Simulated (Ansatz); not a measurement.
# Gaps and decay in LiF/AlN stacks, part 3 of 5

How do the layer thicknesses change the gap of LiF/AlN? The crystals are LiF rock salt(001) and AlN rock salt(001), on a common net of side 2.878 Å (+0.0 % and +0.0 % against typed lattice constants near PBE's). Layer spacings come from each crystal relaxed along the normal on that net, and the joins take the mean spacing. The stacks are then relaxed. The first steps treat the bulk crystals alone. LDA has lattice constants of its own, so the true strain differs.

Ansatz 0.2.0; LDA DFT, plane waves, PAW files (the session's first sound run).

So far, gap on path (eV): step 3 (band edges, crystal LiF rock salt(001)) 9.07; step 5 (band edges, crystal AlN rock salt(001)) 4.31.

The structure was built from a prototype and need not be the compound's stable phase.

### Step 7. Band edges of the superlattice, atomic layers of each crystal 1×4, k-mesh 8×8×4

The band edges of this cell are searched, off the mesh as well. The next step's energy window follows from its gap.

input.yaml

```yaml
crystal:
  lattice:
    - [2.878, 0.0, 0.0]
    - [0.0, 2.878, 0.0]
    - [1.439, 1.439, 9.847565256]
  atoms:
    - { symbol: F, position: [0.0, 0.0, 0.0] }
    - { symbol: Li, position: [0.5, 0.5, 0.0] }
    - { symbol: "N", position: [0.4001745952, 0.4001745952, 0.1996513073] }
    - { symbol: Al, position: [-0.1021926016, -0.1021926016, 0.2043853618] }
    - { symbol: "N", position: [-0.2005655682, -0.2005655682, 0.4011310218] }
    - { symbol: Al, position: [0.2999788318, 0.2999788318, 0.400042365] }
    - { symbol: "N", position: [0.2005655682, 0.2005655682, 0.5988689782] }
    - { symbol: Al, position: [-0.2999788318, -0.2999788318, 0.599957635] }
    - { symbol: "N", position: [-0.4001745952, -0.4001745952, 0.8003486927] }
    - { symbol: Al, position: [0.1021926016, 0.1021926016, 0.7956146382] }
kpoints:
  mp_grid: { grid: [8, 8, 4] }
  band_path: { path: [VBM, CBM], npoints: 24 }
scf:
  occupations: { method: fixed }
  max_iter: 120
hamiltonian:
  xc: lda
output:
  eigenvalues: true
  write_potential: true
  write_density: true
  volumetric_format: npy
  elf: true
```

On the command line:

```
$ ansatz run input.yaml --threads 4 --pin off --max-ram 10240MiB --backend cpu --events-out ev --progress --plain --runs-dir out
```

Numbers of over 12 decimals in the logs are rounded to 6 here.

Output:

```text
Warning: the atoms were moved onto the symmetric positions of the space group found under crystal.symmetry.tolerance 1.0e-5 (fractional; no operation is sought that the atoms, as they stand in a round, miss by more than twice it, and no atom is moved by as much as it), and the run uses the moved positions. Before a round's move an operation carried an atom to 2.03e-6 Å from where it should land, the largest such dist [...]
[...]
Crystal: 10 atoms, lattice volume = 81.566 Å³
Basis set: ecut = 420 eV, 1597 PW (Γ)
Bands: 31, of which v1, the nominal top of the filled ones, is band 21 counted from 1 (20 counted from 0)
Symmetry: 4 space group operations
k-points: 78 of 256
[...]
SCF iter   1: F=—  HF=-4556.450051 eV  |F-HF|=—  |Δ(HF+E_count)|=         —  Δρ=1.30e-2  dr2=1.42e-1  ethr=1.77e-3  ⟨swp⟩=5.0  Hψ=9951  notcnv=0  defer=535
[...]
SCF iter   8: F=-4556.398868 eV  HF=-4556.398868 eV  |F-HF|=9.31e-10  |Δ(HF+E_count)|=   1.05e-7  Δρ=2.98e-6  dr2=4.15e-9  ethr=2.38e-10  ⟨swp⟩=13.6  Hψ=11889  notcnv=0
SCF 1 converged in 8 iterations: F = -4556.398868 eV  dr2 = 4.15e-9
[...]
SCF converged after 8 iterations
Free energy (F): -4556.398868 eV
[...]
Internal energy: -4556.398868 eV  (E = F + TS)
E sigma→0 (E₀):  -4556.398868 eV
Fermi energy:    9.833329 eV
[...]
--- Band table (eV; the first three rows and the last of 78) ---
  k-point 0: bands = [... 17 lower, 9.0218, 9.2484, 9.8333, 9.8333, 14.8347, 15.1954, 15.3258, 16.3526, ... 6 higher]
  k-point 1: bands = [... 17 lower, 9.0644, 9.1049, 9.8120, 9.8120, 14.9437, 15.3012, 15.3091, 16.4467, ... 6 higher]
  k-point 2: bands = [... 17 lower, 9.1071, 9.1071, 9.7889, 9.7889, 15.0170, 15.2787, 15.6659, 15.9571, ... 6 higher]
  k-point 77: bands = [... 17 lower, 6.7678, 6.9955, 7.7208, 7.9448, 14.1661, 15.2333, 16.0147, 16.1679, ... 6 higher]
```

It took 6.7 s on 4 threads of Intel Xeon Platinum 8488C (Sapphire Rapids), shared host; peak memory 0.52 GiB.

This step gave:

```
gap on the k-mesh   : 4.328 eV
gap on path         : 4.328 eV, by band count; negative where bands overlap
edge places on path : 0, 1.616 1/A along the path
```

Electronic bands along the path, in eV, zero at the Fermi level (highest filled level under fixed occupations); v1 is the highest filled band, c1 the lowest empty one:

```tsv
point	v4	v3	v2	v1	c1	c2	c3	c4
VBM	-0.81	-0.58	0.00	0.00	5.00	5.36	5.49	6.52
halfway	-1.80	-1.56	-1.10	-0.85	6.44	8.13	8.23	8.39
CBM	-2.94	-2.94	-2.12	-1.89	4.33	5.42	6.26	6.26
```

Electrostatic potential energy in the ca plane at fractional y = 0.000, with atoms of F within 0.2 Å of it. With pseudopotentials it is smooth inside the atoms' cores, unlike the true potential.

Ten even steps from '0' (-18 eV) to '9' (12 eV), each cell a mean:
```
0065365368547998778974334750
3686344368416986568998667996
9998644589758987557999999999
9999988899878998778999999999
9999999998766899778986678999
8999888998755798537863335898
0487545799866898426844643750
0065343479878999768853643620
```
Columns run along c (10.1 Å; values clipped at the 3rd and 97th percentile), rows up along a (2.9 Å). Atoms in or near the plane, at fractional coordinates: F at (0.00, 0.00).

Valence density in the ca plane at fractional y = 0.000, with atoms of F within 0.2 Å of it. It is the smooth field of the valence electrons, not physical close to the nuclei.

Ten steps, logarithmic in the rise over the least value, from '0' (0 e/Å³) to '9' (12 e/Å³), each cell a mean:
```
9742000124554222332211111258
6531100124554321121112211125
2211111123454321111112221001
0000122112333222222112221000
1000122111122123443212211001
4211122111111123554321111124
7521112112222123554320001257
9741000123343223444320001369
```
Columns run along c (10.1 Å), rows up along a (2.9 Å). Atoms in or near the plane, at fractional coordinates: F at (0.00, 0.00).

ELF in the ca plane at fractional y = 0.000, with atoms of F within 0.2 Å of it. It is the smooth field of the valence electrons, not physical close to the nuclei.

Ten even steps from '_' (0.01) to '@' (0.83), each cell a mean:
```
##@@##--______..**%%@@@@@@**::==##%%**--::::::....--%%@@
@@%%++..______..++%%@@@@@@##--..::--::..::--==--....==%%
++--....::----::--##@@@@@@**--..::::....::======::__..--
______..--====--::--##@@##==::==####==::::======::______
::____..--====--....--++==::--##@@@@##==::--==--::__..::
##==....--====--....::::....++%%@@@@@@##--..........==##
@@%%==..::----::::--++**==::==%%@@@@@@%%==______..==%%@@
**@@##--______..--**@@@@%%----##@@@@@@##--______..++@@##
```
Columns run along c (10.1 Å), rows up along a (2.9 Å). Atoms in or near the plane, at fractional coordinates: F at (0.00, 0.00).

The searched edges give 4.33 eV, as on the mesh.

### Step 8. Minibands and complex bands along the stacking, atomic layers of each crystal 1×4, k-mesh 8×8×4

This step: LDA DFT, plane waves, PAW files; complex bands by layer matching along the plane's normal (Ansatz 0.2.0).

The whole cell is now the period, so open channels are minibands and Im kz is the decay through the stack.

input.yaml: that of step 7 with these lines changed.

```diff
@@ -18,3 +18,2 @@
   mp_grid: { grid: [8, 8, 4] }
-  band_path: { path: [VBM, CBM], npoints: 24 }
 scf:
@@ -26,5 +25,6 @@
   eigenvalues: true
-  write_potential: true
-  write_density: true
-  volumetric_format: npy
-  elf: true
+  transmission:
+    leads: [[0, 0]]
+    kpoints: [[0.0, 0.0], [-0.5, -0.5]]
+    e_range: [-1.5, 5.83]
+    de: 0.1
```

Output:

```text
[...]
Crystal: 10 atoms, lattice volume = 81.566 Å³
Basis set: ecut = 420 eV, 1597 PW (Γ)
Bands: 31, of which v1, the nominal top of the filled ones, is band 21 counted from 1 (20 counted from 0)
Symmetry: 4 space group operations
k-points: 78 of 256
[...]
SCF iter   1: F=—  HF=-4556.450051 eV  |F-HF|=—  |Δ(HF+E_count)|=         —  Δρ=1.30e-2  dr2=1.42e-1  ethr=1.77e-3  ⟨swp⟩=5.0  Hψ=9951  notcnv=0  defer=535
[...]
SCF iter   8: F=-4556.398868 eV  HF=-4556.398868 eV  |F-HF|=9.31e-10  |Δ(HF+E_count)|=   1.05e-7  Δρ=2.98e-6  dr2=4.15e-9  ethr=2.38e-10  ⟨swp⟩=13.6  Hψ=11889  notcnv=0
SCF 1 converged in 8 iterations: F = -4556.398868 eV  dr2 = 4.15e-9
[...]
transmission: 13 of 26 steps passed
transmission: 26 of 26 steps passed
SCF converged after 8 iterations
Free energy (F): -4556.398868 eV
[...]
Internal energy: -4556.398868 eV  (E = F + TS)
E sigma→0 (E₀):  -4556.398868 eV
Fermi energy:    9.833329 eV
[...]
--- Band table (eV; the first three rows and the last of 78) ---
  k-point 0: bands = [... 17 lower, 9.0218, 9.2484, 9.8333, 9.8333, 14.8347, 15.1954, 15.3258, 16.3526, ... 6 higher]
  k-point 1: bands = [... 17 lower, 9.0644, 9.1049, 9.8120, 9.8120, 14.9437, 15.3012, 15.3091, 16.4467, ... 6 higher]
  k-point 2: bands = [... 17 lower, 9.1071, 9.1071, 9.7889, 9.7889, 15.0170, 15.2787, 15.6659, 15.9571, ... 6 higher]
  k-point 77: bands = [... 17 lower, 6.7678, 6.9955, 7.7208, 7.9448, 14.1661, 15.2333, 16.0147, 16.1679, ... 6 higher]
--- Transmission ---
  basis      : 69 plane waves across, 13 finite elements along
  points     : 2, as listed
  energies   : 74 from -1.500000 to 5.800000 eV about the Fermi level, 0.100000 eV apart; the leads are filled to 2.164245 eV, and channels, transmission and decay are at 2.200000 eV
  crystal 0  : F1Li1N4Al4, at the sites [0, 0], period 9.8476 Å: whole cells are its period
    offset         : up to 0.0000 Å between an atom of the period and one for which it stands
    channels       : 0.000000e0 a spin
    conductance    : none, the energies end too early or step too widely for 300 K: set another output.transmission.e_range or a lower de, or, where they end at an eighth of basis.ecutwfc, a higher one
    slowest decay  : 0.4022 /Å at (0.0000, 0.0000)
```

Wall time 4 s (4 threads); peak memory 0.51 GiB.

Numbers from this step:

```
decay constant at the filling level, zone centre          : 0.4022 Å⁻¹
decay constant at the filling level, slowest listed point : 0.4022 Å⁻¹
```

Lower lead, k parallel (0, 0); values up to 1.5 1/Å, a degenerate pair printed once or twice; energies at which all values exceed this have no row. Table of Im kz of the slowest decaying states by energy, zero at the highest filled level on the SCF mesh:

```tsv
energy (eV)	decay 1 (Å⁻¹)	decay 2 (Å⁻¹)	decay 3 (Å⁻¹)	decay 4 (Å⁻¹)
-1.5000	0.131	0.264	0.967	1.43
-1.3000	0.133	0.286	0.957	1.41
-1.0000	0.0818	0.236	0.942	1.38
-0.8000	0.933	1.36	-	-
-0.5000	0.114	0.241	0.918	1.33
-0.3000	0.197	0.260	0.908	1.31
0.0000	0.0244	0.0244	0.266	0.893
0.2000	0.298	0.343	0.883	1.26
0.5000	0.333	0.471	0.867	1.23
0.7000	0.351	0.527	0.857	1.21
1.0000	0.372	0.590	0.840	1.17
1.2000	0.382	0.624	0.829	1.15
1.5000	0.394	0.666	0.812	1.11
1.7000	0.398	0.690	0.800	1.09
2.0000	0.402	0.721	0.781	1.05
2.2000	0.402	0.739	0.768	1.02
2.5000	0.399	0.747	0.763	0.978
2.7000	0.394	0.733	0.777	0.949
3.0000	0.384	0.709	0.795	0.903
3.2000	0.375	0.693	0.806	0.872
3.5000	0.357	0.665	0.821	0.821
3.7000	0.341	0.645	0.785	0.830
4.0000	0.313	0.612	0.727	0.842
4.2000	0.289	0.586	0.684	0.848
4.5000	0.241	0.540	0.614	0.858
4.7000	0.196	0.501	0.560	0.863
5.0000	0.0125	0.412	0.461	0.871
5.2000	0.0809	0.282	0.369	0.875
5.5000	0.0751	0.376	0.881	-
5.7000	0.252	0.426	0.885	-
```

Lower lead, k parallel (-0.5, -0.5); values up to 1.5 1/Å, a degenerate pair printed once or twice; energies at which all values exceed this have no row. Im kz of the slowest decaying states against energy, zero at the highest filled level on the SCF mesh:

```tsv
energy (eV)	decay 1 (Å⁻¹)	decay 2 (Å⁻¹)	decay 3 (Å⁻¹)
-1.5000	0.382	0.409	-
-1.3000	0.419	0.428	-
-1.0000	0.451	0.456	-
-0.8000	0.464	0.474	-
-0.5000	0.480	0.493	-
-0.3000	0.489	0.503	-
0.0000	0.500	0.513	-
0.2000	0.506	0.518	-
0.5000	0.513	0.521	-
0.7000	0.516	0.522	-
1.0000	0.520	0.521	-
1.2000	0.519	0.521	-
1.5000	0.514	0.521	-
1.7000	0.508	0.521	-
2.0000	0.499	0.518	-
2.2000	0.490	0.516	-
2.5000	0.475	0.510	-
2.7000	0.464	0.506	-
3.0000	0.443	0.498	-
3.2000	0.426	0.491	-
3.5000	0.396	0.480	-
3.7000	0.371	0.472	-
4.0000	0.318	0.457	-
4.2000	0.255	0.445	-
4.5000	0.241	0.425	-
4.7000	0.258	0.410	-
5.0000	0.243	0.383	-
5.2000	0.208	0.362	-
5.5000	0.159	0.322	-
5.7000	0.207	0.286	-
```

At the listed wavevectors the last open channel is at -0.60 eV and the next at +5.10 eV on the grid, wider than the gap, since narrow bands can fall between grid energies. At +2.20 eV, the grid energy nearest the filling level (the middle of the gap on the SCF mesh), the slowest state at the listed wavevectors decays with κ = 0.402 Å⁻¹, its amplitude falling by e over 2.5 Å.

### Step 9. Relaxing the interfaces, stack LiF 4 / AlN 2, atomic layers of each crystal 4×2

This step: LDA DFT, plane waves, PAW files (Ansatz 0.2.0).

System of this step: LiF (4) / AlN (2). The cell holds 12 atoms: 4 F, 4 Li, 2 N and 2 Al. Cell: a = 2.878 Å, b = 2.878 Å, c = 11.602 Å, α = 90.0°, β = 90.0°, γ = 90.0°. Regions: 0: LiF, 8 atoms (4 F and 4 Li); 1: AlN, 4 atoms (2 N and 2 Al). The structure's axis is c.

The stack is relaxed at a fixed cell, since the spacings at the joins were only estimated. The total length stays as laid.

input.yaml

```yaml
crystal:
  lattice:
    - [2.878, 0.0, 0.0]
    - [0.0, 2.878, 0.0]
    - [0.0, 0.0, 11.6019714397]
  atoms:
    - { symbol: F, position: [0.0, 0.0, 0.0] }
    - { symbol: Li, position: [0.5, 0.5, 0.0] }
    - { symbol: F, position: [0.5, 0.5, 0.164459459] }
    - { symbol: Li, position: [0.0, 0.0, 0.164459459] }
    - { symbol: F, position: [0.0, 0.0, 0.328918918] }
    - { symbol: Li, position: [0.5, 0.5, 0.328918918] }
    - { symbol: F, position: [0.5, 0.5, 0.493378377] }
    - { symbol: Li, position: [0.0, 0.0, 0.493378377] }
    - { symbol: "N", position: [0.0, 0.0, 0.6611486475] }
    - { symbol: Al, position: [0.5, 0.5, 0.6611486475] }
    - { symbol: "N", position: [0.5, 0.5, 0.8322297295] }
    - { symbol: Al, position: [0.0, 0.0, 0.8322297295] }
kpoints:
  mp_grid: { grid: [8, 8, 2] }
scf:
  occupations: { method: fixed }
  max_iter: 120
hamiltonian:
  xc: lda
output:
  eigenvalues: false
  forces: true
relax:
  f_tol: 0.02
  max_steps: 40
```

Output:

```text
[...]
Crystal: 12 atoms, lattice volume = 96.098 Å³
Basis set: ecut = 420 eV, 1867 PW (Γ)
Bands: 40, of which v1, the nominal top of the filled ones, is band 28 counted from 1 (27 counted from 0)
Symmetry: 16 space group operations
[...]
k-points: 30 of 128
[...]
SCF iter   1: F=—  HF=-5773.233107 eV  |F-HF|=—  |Δ(HF+E_count)|=         —  Δρ=1.97e-2  dr2=2.86e-1  ethr=1.77e-3  ⟨swp⟩=4.5  Hψ=4382  notcnv=0  defer=285
[...]
SCF iter   6: F=-5773.121556 eV  HF=-5773.121557 eV  |F-HF|=9.79e-7  |Δ(HF+E_count)|=   2.51e-5  Δρ=5.53e-5  dr2=2.37e-6  ethr=1.79e-8  ⟨swp⟩=2.3  Hψ=3669  notcnv=0
SCF 1 converged in 6 iterations: F = -5773.121556 eV  dr2 = 2.37e-6
[...]
relax step   1: F+E_penalty+E_count = -5773.12155580 eV  Δ(F+E_penalty+E_count) = +0.000e0 eV  max|allowed force component| = 1.086e0 eV/Å  Δτ_max = 0.0000 Å  (6 SCF iters, dr2 threshold 1.00e-5 eV, accepted)
[...]
SCF iter   5: F=-5773.163716 eV  HF=-5773.163716 eV  |F-HF|=2.51e-7  |Δ(HF+E_count)|=   7.72e-6  Δρ=2.74e-5  dr2=5.27e-7  ethr=3.90e-8  ⟨swp⟩=3.1  Hψ=2646  notcnv=0
SCF 2 converged in 5 iterations: F = -5773.163716 eV  dr2 = 5.27e-7
relax step   2: F+E_penalty+E_count = -5773.16371598 eV  Δ(F+E_penalty+E_count) = -4.216e-2 eV  max|allowed force component| = 5.527e-1 eV/Å  Δτ_max = 0.0180 Å  (5 SCF iters, dr2 threshold 7.38e-5 eV, accepted)
SCF iter   1: F=—  HF=-5773.190080 eV  |F-HF|=—  |Δ(HF+E_count)|=         —  Δρ=3.20e-3  dr2=3.40e-3  ethr=2.36e-4  ⟨swp⟩=3.9  Hψ=2447  notcnv=0  defer=59
[...]
SCF iter   5: F=-5773.189098 eV  HF=-5773.189100 eV  |F-HF|=1.84e-6  |Δ(HF+E_count)|=   3.86e-6  Δρ=5.38e-5  dr2=2.14e-6  ethr=2.43e-8  ⟨swp⟩=3.7  Hψ=2822  notcnv=0
SCF 3 converged in 5 iterations: F = -5773.189098 eV  dr2 = 2.14e-6
relax step   3: F+E_penalty+E_count = -5773.18909813 eV  Δ(F+E_penalty+E_count) = -2.538e-2 eV  max|allowed force component| = 1.428e-1 eV/Å  Δτ_max = 0.0294 Å  (5 SCF iters, dr2 threshold 1.91e-5 eV, accepted)
[...]
relax step   4: F+E_penalty+E_count = -5773.19407192 eV  Δ(F+E_penalty+E_count) = -4.974e-3 eV  max|allowed force component| = 4.972e-2 eV/Å  Δτ_max = 0.0257 Å  (6 SCF iters, dr2 threshold 1.36e-6 eV, accepted)
[...]
relax step   5: F+E_penalty+E_count = -5773.19425487 eV  Δ(F+E_penalty+E_count) = -1.830e-4 eV  max|allowed force component| = 2.568e-2 eV/Å  Δτ_max = 0.0078 Å  (5 SCF iters, accepted)
SCF iter   1: F=—  HF=-5773.194389 eV  |F-HF|=—  |Δ(HF+E_count)|=         —  Δρ=2.47e-4  dr2=1.95e-5  ethr=5.08e-7  ⟨swp⟩=2.5  Hψ=2237  notcnv=0  defer=58
[...]
SCF iter   4: F=-5773.194384 eV  HF=-5773.194384 eV  |F-HF|=6.93e-9  |Δ(HF+E_count)|=   9.64e-8  Δρ=6.08e-6  dr2=2.67e-8  ethr=1.79e-10  ⟨swp⟩=4.1  Hψ=3341  notcnv=0
SCF 6 converged in 4 iterations: F = -5773.194384 eV  dr2 = 2.67e-8
relax step   6: F+E_penalty+E_count = -5773.19438353 eV  Δ(F+E_penalty+E_count) = -1.287e-4 eV  max|allowed force component| = 1.233e-3 eV/Å  Δτ_max = 0.0020 Å  (4 SCF iters, accepted)
SCF converged after 4 iterations
Free energy (F): -5773.194384 eV
[...]
Internal energy: -5773.194384 eV  (E = F + TS)
E sigma→0 (E₀):  -5773.194384 eV
Fermi energy:    7.165577 eV
[...]
--- Forces (eV/Å), atoms counted from 1 ---
  atom   1  F      0.00000000    -0.00000000    -0.00000119
  atom   2  Li     0.00000000     0.00000000    -0.00010997
  atom   3  F      0.00000000     0.00000000     0.00108627
  atom   4  Li     0.00000000     0.00000000     0.00056509
  atom   5  F      0.00000000    -0.00000000    -0.00108627
  atom   6  Li     0.00000000     0.00000000    -0.00056509
  atom   7  F      0.00000000    -0.00000000     0.00000119
  atom   8  Li     0.00000000     0.00000000     0.00010997
  atom   9  N      0.00000000     0.00000000    -0.00074081
  atom  10  Al    -0.00000000     0.00000000    -0.00123267
  atom  11  N      0.00000000     0.00000000     0.00074081
  atom  12  Al     0.00000000     0.00000000     0.00123267
  max |Σ_I F_I| component: 2.17e-19 eV/Å
--- Relaxed structure (6 steps of the walk, 6 accepted, 0 SCFs on fresh bases) ---
  F+E_penalty+E_count = -5773.19438353 eV   max|allowed force component| = 1.233e-3 eV/Å
  atoms:
    - { symbol: F, position: [0, 0, 0.00454433] }
    - { symbol: Li, position: [0.5, 0.5, 0.00202217] }
    - { symbol: F, position: [0.5, 0.5, 0.165654] }
    - { symbol: Li, position: [0, 0, 0.166457] }
    - { symbol: F, position: [0, 0, 0.327725] }
    - { symbol: Li, position: [0.5, 0.5, 0.326921] }
    - { symbol: F, position: [0.5, 0.5, 0.488834] }
    - { symbol: Li, position: [0, 0, 0.491356] }
    - { symbol: N, position: [0, 0, 0.659843] }
    - { symbol: Al, position: [0.5, 0.5, 0.664033] }
    - { symbol: N, position: [0.5, 0.5, 0.833535] }
    - { symbol: Al, position: [0, 0, 0.829345] }
[...]
```

Run time: 5.3 s. Hardware: 4 threads; peak memory 0.51 GiB.

Relaxation path:

```tsv
step	energy less that of the first step (eV)	largest force component (eV/Å)
1	0.0000	1.0864
2	-0.0422	0.5527
3	-0.0675	0.1428
4	-0.0725	0.0497
5	-0.0727	0.0257
6	-0.0728	0.0012
```

The run keeps the 16 symmetry operations that it works with, so distortions that break them were not tested.

The atoms that moved most (Å):

```tsv
atom	dx	dy	dz	length
F1	0.000	0.000	0.053	0.053
F7	0.000	0.000	-0.053	0.053
Al12	0.000	0.000	-0.033	0.033
Al10	0.000	0.000	0.033	0.033
Li8	0.000	0.000	-0.023	0.023
Li2	0.000	0.000	0.023	0.023
Li4	0.000	0.000	0.023	0.023
Li6	0.000	0.000	-0.023	0.023
```

This step gave:

| Property | Result |
| --- | --- |
| free energy | -5773.1944 eV |
| Fermi energy | 7.166 eV |

The largest force component on a free atom ends at 0.0012 eV/Å.

(Continued in part 4 of 5.)

[Logs are printed without paths, hosts, clocks, repeated set-up lines and the standing remarks that a program may print on its own settings, such as how far it seeks lower states.]

[Hosts, paths, dates, database ids (printed as entryN), source tags and the programs' standing remarks are cut or masked in the printed files.]
